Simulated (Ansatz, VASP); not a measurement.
Given: the input of a run of Ansatz 0.2.0 on SnSe2.

Contents of input.yaml:

```yaml
crystal:
  lattice:
    - [3.7854220481, 0.0, 0.0]
    - [-1.8927110241, 3.2782716577, 0.0]
    - [0.0, 0.0, 6.0948175511]
  atoms:
    - { symbol: Sn, position: [0.0, 0.0, 0.0] }
    - { symbol: Se, position: [0.6666666667, 0.3333333333, 0.751] }
    - { symbol: Se, position: [0.3333333333, 0.6666666667, 0.249] }
hamiltonian:
  xc: pbesol
  pseudopotentials: { kind: paw }
kpoints:
  mp_grid: { grid: [8, 8, 5] }
scf:
  occupations: { method: fermi_dirac, width: 0.05 }
output:
  forces: true
  stress: true
  eigenvalues: true
```

Potentials or basis: Ansatz PAW.

Run with:

```console
$ ansatz run input.yaml --threads 1 --pin off --max-ram 3584MiB --backend cpu --events-out ev --progress --plain --runs-dir out
```

**Question.** Translate it to VASP 6.6.1. Potentials there: VASP PAW PBE potentials, release 64 (Sn_d, Se).

**Answer.** As run (the cutoff follows the program's own potentials):

File INCAR:

```
ALGO     = Normal         # electronic algorithm
EDIFF    = 1E-7           # SCF threshold, eV
ENCUT    = 520            # plane-wave cutoff, eV
GGA      = PS             # functional
ISIF     = 2              # what is computed and relaxed
ISMEAR   = -1             # smearing method
LASPH    = True           # aspherical terms in the spheres
LCHARG   = False          # write CHGCAR
LREAL    = False          # projectors in reciprocal space
LWAVE    = False          # write WAVECAR
NBANDS   = 20             # bands
NELM     = 100            # most SCF steps
PREC     = Accurate       # precision mode
SIGMA    = 0.05           # smearing width, eV
```

KPOINTS

```
k-points
0
Gamma
  8 8 5
```

Contents of POSCAR:

```
SnSe2
1.0
    3.7854220481      0.0000000000      0.0000000000
   -1.8927110241      3.2782716577      0.0000000000
    0.0000000000      0.0000000000      6.0948175511
Sn Se
1 2
Direct
    0.0000000000      0.0000000000      0.0000000000
    0.6666666667      0.3333333333      0.7510000000
    0.3333333333      0.6666666667      0.2490000000
```

Potentials or basis: VASP PAW PBE potentials, release 64 (Sn_d, Se).

Command:

```sh
$ cat potpaw_PBE.64/Sn_d/POTCAR potpaw_PBE.64/Se/POTCAR > POTCAR
$ mpirun -np 1 vasp_std > vasp.out
```

Both were run:

|  | VASP | Ansatz | Ansatz less VASP |
| --- | --- | --- | --- |
| gap on the k mesh at the Fermi level (eV) | 0.76 | 0.77 | +0.006 |
| least direct gap on the mesh (eV) | 1.08 | 1.09 | +0.010 |
| pressure (GPa) | 4.3 | 4.1 | -0.13 |
| largest component of the traceless stress (GPa) | 1.20 | 1.20 | -0.001 |
| rms of the force components (eV/Å) | 0.391 | 0.380 | -0.0113 |

Atom by atom the forces differ by 0.011 eV/Å (rms over components). The two sets of potentials don't hold the same shells in valence.

Caveats: spin-orbit coupling is left out, which moves the levels of the heavy elements; this functional lacks dispersion, which binds the layers, so the pressure and a relaxed spacing across them are unreliable; the PAW data sets were made with another functional, which shifts forces and pressure a little (VASP); an odd mesh through Γ misses points on the zone boundary, where band edges often lie (VASP); odd divisions of the mesh miss points on the zone boundary, where band edges often lie, so the gap on the mesh can be too wide (Ansatz); the PAW data sets come from PBE, with cores solved anew for the run's functional, which leaves a small shift of forces and pressure (Ansatz).
